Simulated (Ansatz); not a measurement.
The cell is built from the zincblende type as a first guess.

InSb: DFT, PBE, PAW with Ansatz's default frozen-core files, scalar-relativistic (Ansatz 0.2.0).

The relaxation starts from this cell:

```xyz
2
Lattice="0.0000 3.2195 3.2195 3.2195 0.0000 3.2195 3.2195 3.2195 0.0000" Properties=species:S:1:pos:R:3 pbc="T T T"
In    0.0000    0.0000    0.0000
Sb    1.6098    1.6098    1.6098
```

Output:

```
Engine: ansatz 0.2.0
Pseudopotentials: kind: paw
Pseudopotential: In, paw, valence charge 13, recommended cutoff 420 eV (normal)
Pseudopotential: Sb, paw, valence charge 15, recommended cutoff 420 eV (normal)
Functional definition: PBE
  parameter kappa = 0.804
  parameter beta = 0.06672455060314922
  exchange = pbe_x(kappa = kappa, mu = beta*pi^2/3)
  correlation = pbe_c(beta = beta)
Crystal: 2 atoms, lattice volume = 66.742 Å³
Basis set: ecut = 420 eV, 1291 PW (Γ), exchange–correlation on 64×64×64 points (8 copies of the dense FFT grid, shifted against one another)
Bands: 18, of which v1, the nominal top of the filled ones, is band 14 counted from 1 (13 counted from 0)
Symmetry: 24 space group operations
Space group: F-43m (ITA 216), of the structure as read, at distance tolerance 4.1e-5 Å
k-points: 35 of 729 (time reversal used)
Non-local potential: In, projectors of the file, l = 0: 2, l = 1: 2, l = 2: 2, l = 3: 2
Non-local potential: Sb, projectors of the file, l = 0: 2, l = 1: 2, l = 2: 2, l = 3: 2
PAW form: soft (Blöchl's): semilocal exchange-correlation on the pseudo side does not see the compensation charge
PAW one-centre angular grid: In, 590 points (default); XC on 64 Gauss nodes
PAW one-centre angular grid: Sb, 590 points (default); XC on 64 Gauss nodes
Initial density: superposition of atomic densities (neutral atoms: chi_scale 0, normalization atom), corrected by the library's trained network
Initial wavefunctions: pseudopotential atomic-orbital guess
Functional: x = pbe(κ = 0.804, μ = 0.2195149727645171), c = pbe(β = 0.06672455060314922)
SCF iter   1: F=—  HF=-12082.514896 eV  |F-HF|=—  |Δ(HF+E_count)|=         —  Δρ=1.87e-3  dr2=5.54e-3  ethr=1.77e-3  ⟨swp⟩=6.0  Hψ=3339  notcnv=0
preconditioner: auto → none  [insulator: Δε(μ)=0.572 eV  Ē_g=14.136 eV  σ=0.050 eV  W_gap=0.75  n_scr=14 (ndim 8)  ℏωp=19.3 eV  f_vac=0.107  D(μ)=0.04/eV (n_scr^D=0)  ε∞_Penn≈2.9]
SCF iter   2: F=—  HF=-12082.511822 eV  |F-HF|=—  |Δ(HF+E_count)|=   3.07e-3  Δρ=8.91e-4  dr2=5.59e-4  ethr=1.98e-5  ⟨swp⟩=2.0  Hψ=1365  notcnv=0
SCF iter   3: F=—  HF=-12082.511830 eV  |F-HF|=—  |Δ(HF+E_count)|=   8.05e-6  Δρ=2.52e-4  dr2=5.87e-5  ethr=2.00e-6  ⟨swp⟩=2.0  Hψ=939  notcnv=0
SCF iter   4: F=—  HF=-12082.511908 eV  |F-HF|=—  |Δ(HF+E_count)|=   7.75e-5  Δρ=1.25e-4  dr2=1.68e-5  ethr=2.09e-7  ⟨swp⟩=2.0  Hψ=748  notcnv=0
SCF iter   5: F=—  HF=-12082.511929 eV  |F-HF|=—  |Δ(HF+E_count)|=   2.17e-5  Δρ=2.79e-5  dr2=7.11e-7  ethr=6.00e-8  ⟨swp⟩=2.0  Hψ=771  notcnv=0
SCF iter   6: F=-12082.511930 eV  HF=-12082.511930 eV  |F-HF|=2.33e-8  |Δ(HF+E_count)|=   1.18e-6  Δρ=6.00e-6  dr2=2.30e-8  ethr=3.57e-10  ⟨swp⟩=5.7  Hψ=2282  notcnv=0
SCF 1 converged in 6 iterations: F = -12082.511930 eV  dr2 = 2.30e-8
  greatest PAW one-centre occupation: 0.995 electrons in one spin orbital (limit 2), on the Sb atom at site 1 (counted from 0), in its partial waves of l = 2
relax step   1: F+E_penalty+E_count = -12082.51193041 eV  Δ(F+E_penalty+E_count) = +0.000e0 eV  max|allowed force component| = 1.943e-16 eV/Å  Δτ_max = 0.0000 Å  P = +4.125 GPa  Ω = 66.742 Å³  (6 SCF iters, dr2 threshold 1.00e-7 eV, accepted)
Crystal: 2 atoms, lattice volume = 76.932 Å³
Basis set: ecut = 420 eV, 1459 PW (Γ), exchange–correlation on 64×64×64 points (8 copies of the dense FFT grid, shifted against one another)
Initial density: handed on by an earlier stage of this run
Initial wavefunctions: those handed on with the density
iter 1 solved again at ethr=3.79e-5 eV; its pass at ethr=3.10e-3 eV (dr2=1.06e-2 eV) is discarded
SCF iter   1: F=—  HF=-12082.559788 eV  |F-HF|=—  |Δ(HF+E_count)|=         —  Δρ=3.34e-3  dr2=1.02e-2  ethr=3.79e-5  ⟨swp⟩=1.2  Hψ=4402  notcnv=0
preconditioner: auto → none  [insulator: Δε(μ)=0.360 eV  Ē_g=13.569 eV  σ=0.050 eV  W_gap=0.79  n_scr=14 (ndim 8)  ℏωp=18.0 eV  f_vac=0.158  D(μ)=0.05/eV (n_scr^D=0)  ε∞_Penn≈2.8]
SCF iter   2: F=—  HF=-12082.561852 eV  |F-HF|=—  |Δ(HF+E_count)|=   2.06e-3  Δρ=1.67e-3  dr2=2.21e-3  ethr=3.63e-5  ⟨swp⟩=2.0  Hψ=785  notcnv=0
SCF iter   3: F=—  HF=-12082.563214 eV  |F-HF|=—  |Δ(HF+E_count)|=   1.36e-3  Δρ=4.57e-4  dr2=3.27e-4  ethr=7.90e-6  ⟨swp⟩=3.0  Hψ=1220  notcnv=0
SCF iter   4: F=—  HF=-12082.563137 eV  |F-HF|=—  |Δ(HF+E_count)|=   7.70e-5  Δρ=1.20e-4  dr2=7.56e-6  ethr=1.17e-6  ⟨swp⟩=2.7  Hψ=1059  notcnv=0
SCF iter   5: F=—  HF=-12082.563146 eV  |F-HF|=—  |Δ(HF+E_count)|=   8.50e-6  Δρ=2.50e-5  dr2=4.40e-7  ethr=2.70e-8  ⟨swp⟩=2.0  Hψ=948  notcnv=0
SCF iter   6: F=-12082.563146 eV  HF=-12082.563146 eV  |F-HF|=4.28e-8  |Δ(HF+E_count)|=   4.12e-7  Δρ=4.09e-6  dr2=1.81e-8  ethr=7.14e-10  ⟨swp⟩=5.0  Hψ=2301  notcnv=0
SCF 2 converged in 6 iterations: F = -12082.563146 eV  dr2 = 1.81e-8
relax step   2: F+E_penalty+E_count = -12082.56314611 eV  Δ(F+E_penalty+E_count) = -5.122e-2 eV  max|allowed force component| = 6.129e-17 eV/Å  Δτ_max = 0.0000 Å  P = -1.669 GPa  Ω = 76.932 Å³  energy of the carried Pulay correction = -2.061e-3 eV  (6 SCF iters, dr2 threshold 2.00e-7 eV, accepted)
Crystal: 2 atoms, lattice volume = 73.692 Å³
iter 1 solved again at ethr=3.12e-6 eV; its pass at ethr=3.10e-3 eV (dr2=8.73e-4 eV) is discarded
SCF iter   1: F=—  HF=-12082.584204 eV  |F-HF|=—  |Δ(HF+E_count)|=         —  Δρ=9.95e-4  dr2=8.17e-4  ethr=3.12e-6  ⟨swp⟩=2.0  Hψ=4222  notcnv=0
preconditioner: auto → none  [insulator: Δε(μ)=0.426 eV  Ē_g=13.718 eV  σ=0.050 eV  W_gap=0.78  n_scr=14 (ndim 8)  ℏωp=18.4 eV  f_vac=0.114  D(μ)=0.05/eV (n_scr^D=0)  ε∞_Penn≈2.8]
SCF iter   2: F=—  HF=-12082.584280 eV  |F-HF|=—  |Δ(HF+E_count)|=   7.58e-5  Δρ=4.88e-4  dr2=1.70e-4  ethr=2.92e-6  ⟨swp⟩=1.0  Hψ=630  notcnv=0
SCF iter   3: F=—  HF=-12082.584349 eV  |F-HF|=—  |Δ(HF+E_count)|=   6.97e-5  Δρ=1.02e-4  dr2=1.23e-5  ethr=6.08e-7  ⟨swp⟩=2.0  Hψ=771  notcnv=0
SCF iter   4: F=—  HF=-12082.584347 eV  |F-HF|=—  |Δ(HF+E_count)|=   2.12e-6  Δρ=3.79e-5  dr2=7.17e-7  ethr=4.40e-8  ⟨swp⟩=2.0  Hψ=944  notcnv=0
SCF iter   5: F=-12082.584348 eV  HF=-12082.584348 eV  |F-HF|=1.91e-8  |Δ(HF+E_count)|=   4.91e-7  Δρ=8.34e-6  dr2=5.18e-8  ethr=7.14e-10  ⟨swp⟩=5.0  Hψ=2207  notcnv=0
SCF 3 converged in 5 iterations: F = -12082.584348 eV  dr2 = 5.18e-8
relax step   3: F+E_penalty+E_count = -12082.58434770 eV  Δ(F+E_penalty+E_count) = -2.120e-2 eV  max|allowed force component| = 6.476e-17 eV/Å  Δτ_max = 0.0000 Å  P = -0.308 GPa  Ω = 73.692 Å³  energy of the carried Pulay correction = -1.438e-3 eV  (5 SCF iters, dr2 threshold 2.00e-7 eV, accepted)
Crystal: 2 atoms, lattice volume = 73.106 Å³
iter 1 solved again at ethr=3.72e-7 eV; its pass at ethr=3.10e-3 eV (dr2=1.04e-4 eV) is discarded
SCF iter   1: F=—  HF=-12082.585065 eV  |F-HF|=—  |Δ(HF+E_count)|=         —  Δρ=1.87e-4  dr2=2.97e-5  ethr=3.72e-7  ⟨swp⟩=3.0  Hψ=3907  notcnv=0
preconditioner: auto → none  [insulator: Δε(μ)=0.438 eV  Ē_g=13.748 eV  σ=0.050 eV  W_gap=0.78  n_scr=14 (ndim 8)  ℏωp=18.4 eV  f_vac=0.118  D(μ)=0.05/eV (n_scr^D=0)  ε∞_Penn≈2.8]
SCF iter   2: F=—  HF=-12082.585069 eV  |F-HF|=—  |Δ(HF+E_count)|=   3.96e-6  Δρ=9.28e-5  dr2=6.28e-6  ethr=1.06e-7  ⟨swp⟩=1.4  Hψ=646  notcnv=0
SCF iter   3: F=—  HF=-12082.585072 eV  |F-HF|=—  |Δ(HF+E_count)|=   3.09e-6  Δρ=2.12e-5  dr2=5.94e-7  ethr=2.24e-8  ⟨swp⟩=2.1  Hψ=811  notcnv=0
SCF iter   4: F=-12082.585072 eV  HF=-12082.585072 eV  |F-HF|=1.25e-8  |Δ(HF+E_count)|=   1.27e-7  Δρ=6.75e-6  dr2=2.42e-8  ethr=7.14e-10  ⟨swp⟩=5.0  Hψ=2199  notcnv=0
SCF 4 converged in 4 iterations: F = -12082.585072 eV  dr2 = 2.42e-8
relax step   4: F+E_penalty+E_count = -12082.58507203 eV  Δ(F+E_penalty+E_count) = -7.243e-4 eV  max|allowed force component| = 4.626e-17 eV/Å  Δτ_max = 0.0000 Å  P = -0.023 GPa  Ω = 73.106 Å³  energy of the carried Pulay correction = -1.322e-3 eV  (4 SCF iters, dr2 threshold 2.00e-7 eV, accepted)
Initial wavefunctions: pseudopotential atomic-orbital guess (no wavefunctions were taken with the density)
iter 1 solved again at ethr=5.94e-7 eV; its pass at ethr=3.10e-3 eV (dr2=1.66e-4 eV) is discarded
SCF iter   1: F=—  HF=-12082.586133 eV  |F-HF|=—  |Δ(HF+E_count)|=         —  Δρ=1.09e-4  dr2=1.58e-6  ethr=5.94e-7  ⟨swp⟩=3.0  Hψ=4915  notcnv=0
SCF iter   2: F=—  HF=-12082.586139 eV  |F-HF|=—  |Δ(HF+E_count)|=   5.13e-6  Δρ=4.79e-5  dr2=3.16e-7  ethr=5.63e-9  ⟨swp⟩=2.1  Hψ=990  notcnv=0
SCF iter   3: F=—  HF=-12082.586140 eV  |F-HF|=—  |Δ(HF+E_count)|=   1.13e-6  Δρ=1.34e-5  dr2=4.28e-8  ethr=1.13e-9  ⟨swp⟩=2.7  Hψ=922  notcnv=0
SCF iter   4: F=—  HF=-12082.586140 eV  |F-HF|=—  |Δ(HF+E_count)|=   7.94e-8  Δρ=2.66e-6  dr2=3.08e-9  ethr=1.53e-10  ⟨swp⟩=2.0  Hψ=946  notcnv=0
SCF iter   5: F=—  HF=-12082.586140 eV  |F-HF|=—  |Δ(HF+E_count)|=   2.58e-9  Δρ=7.38e-7  dr2=1.38e-10  ethr=1.10e-11  ⟨swp⟩=2.1  Hψ=1024  notcnv=0
SCF iter   6: F=-12082.586140 eV  HF=-12082.586140 eV  |F-HF|=9.09e-12  |Δ(HF+E_count)|=  2.13e-10  Δρ=1.11e-7  dr2=4.13e-12  ethr=1.00e-12  ⟨swp⟩=6.5  Hψ=2863  notcnv=0
SCF 5 converged in 6 iterations: F = -12082.586140 eV  dr2 = 4.13e-12
relax step   5: F+E_penalty+E_count = -12082.58613981 eV  Δ(F+E_penalty+E_count) = -1.068e-3 eV  max|allowed force component| = 4.742e-17 eV/Å  Δτ_max = 0.0000 Å  P = -0.037 GPa  Ω = 73.106 Å³  stress off target by 3.66e-2 GPa  SCF on the basis re-selected at this cell (its energy is not comparable with the rows above)  (6 SCF iters)
basis re-selected at this cell: Δ(F+E_penalty+E_count) = -1.068e-3 eV, ΔP = -0.014 GPa vs the last step (what re-selecting the basis moved, of the pressure what is left beyond the Pulay correction that the steps carried, after the strain that the cell walked since its last selection, with what the two solves' SCF thresholds leave and, on support functions, any second-order correction that the steps lacked; it is no measure of the basis error at this ecutwfc). This SCF's stress stands 3.66e-2 GPa from its target on what of the cell is left free (relax.cell.stress_tol is 5.00e-2 GPa) and its largest allowed force component is 4.74e-17 eV/Å (relax.f_tol is 5.00e-3 eV/Å): within both
SCF converged after 6 iterations
Free energy (F): -12082.586140 eV
Harris-Foulkes:  -12082.586140 eV  (|F-HF|=9.09e-12)
Internal energy: -12082.585667 eV  (E = F + TS)
E sigma→0 (E₀):  -12082.585904 eV
Entropy (-TS):   -0.000473 eV (-0.236 meV/atom)
Fermi energy:    6.556248 eV
--- Per-component energies (eV) ---
  E_band       = -281.482925
  E_kinetic    = 449.079570
  E_local      = -3290.819242  (includes V_loc(G=0)·N_el)
  E_nonlocal   = 729.682611
  E_hartree    = 1412.307368
  E_xc         = -353.007558
  E_vxc        = -194.562356  (∫ρ·V_xc dr)
  E_paw        = -8731.103320  (= ΣΔE_a)
  E_vpaw       = -799.478233  (= ΣTr[D̂ρ^β])
  E_aug_tail   = 0.000024  (compensation charges beyond the density's cutoff)
  E_ewald      = -2298.725121
  E_smearing   = -0.000473  (= −TS)
  E_closure    = 0.000000  (closes the sum)
  Σ components = -12082.586140   (vs F -12082.586140, Δ=0.00e0)
--- Forces (eV/Å), atoms counted from 1 ---
  atom   1  In    -0.00000000    -0.00000000    -0.00000000
  atom   2  Sb    -0.00000000    -0.00000000     0.00000000
  max |Σ_I F_I| component: 6.01e-17 eV/Å
--- Stress (GPa, compression-positive) ---
       -0.036609      -0.000000       0.000000
        0.000000      -0.036609       0.000000
       -0.000000       0.000000      -0.036609
  P = ⅓ Tr σ = -0.0366 GPa (-0.366 kbar)
--- Relaxed structure (4 steps of the walk, 4 accepted, 1 SCFs on fresh bases) ---
  F+E_penalty+E_count = -12082.58613981 eV   max|allowed force component| = 4.742e-17 eV/Å   (the final SCF, on the basis selected at the relaxed cell)
  cell:  # Å, volume = 73.1062 Å³
    - [4.411804005163227e-33, 3.318752022369779, 3.318752022369779]
    - [3.318752022369779, 9.93812899730863e-33, 3.318752022369779]
    - [3.318752022369779, 3.318752022369779, 1.444753342064067e-32]
  atoms:
    - { symbol: In, position: [-1.8756255093819406e-33, 1.833252574286269e-33, 2.0750275568909844e-33] }
    - { symbol: Sb, position: [0.25, 0.25, 0.25] }
```
